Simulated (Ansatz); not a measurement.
This P structure is the end of a relaxation. The cell was found from a structure generator's guess, not taken from experiment.

Computed with Ansatz 0.2.0, DFT PBE, scalar-relativistic, plane waves, PAW. Cutoff 420 eV, Γ-centred mesh, Gaussian smearing, no spin polarisation.

```cif
data_structure
_symmetry_space_group_name_H-M 'P 1'
_symmetry_Int_Tables_number 1
_cell_length_a 5.7501
_cell_length_b 5.7501
_cell_length_c 2.4032
_cell_angle_alpha 90.000
_cell_angle_beta 90.000
_cell_angle_gamma 90.000
_cell_volume 79.46
loop_
_atom_site_label
_atom_site_type_symbol
_atom_site_fract_x
_atom_site_fract_y
_atom_site_fract_z
_atom_site_occupancy
P1 P 0.70062 0.00000 0.00000 1
P2 P 0.29938 0.00000 0.00000 1
P3 P 0.00000 0.70062 0.00000 1
P4 P 0.00000 0.29938 0.00000 1
```

Energies count from the standard state of P at the same level. The references include black phosphorus.

(1) Find its symmetry and describe it.

(2) How far does it lie from the standard state of P?

(3) Is it a metal?

Results:

(1) P4/mmm (No. 123). Conventional cell: a = 5.750 Å, c = 2.403 Å. P is surrounded by 5 P at 2.31–2.43 Å.

(2) +0.25 eV/atom. It lies above the standard state, so it could only be metastable.

(3) Yes, bands cross the Fermi level on the 8×8×20 mesh.

The last run used an 8×8×20 mesh (in the run's order of axes) for its 4-atom cell and Gaussian smearing of 0.10 eV. The reference form of P is held partly by dispersion forces, which this level lacks. A later test with randomly moved atoms ended 4 meV/atom lower on a coarse mesh, in Cmmm at a loose tolerance, which is no clear verdict on its stability.
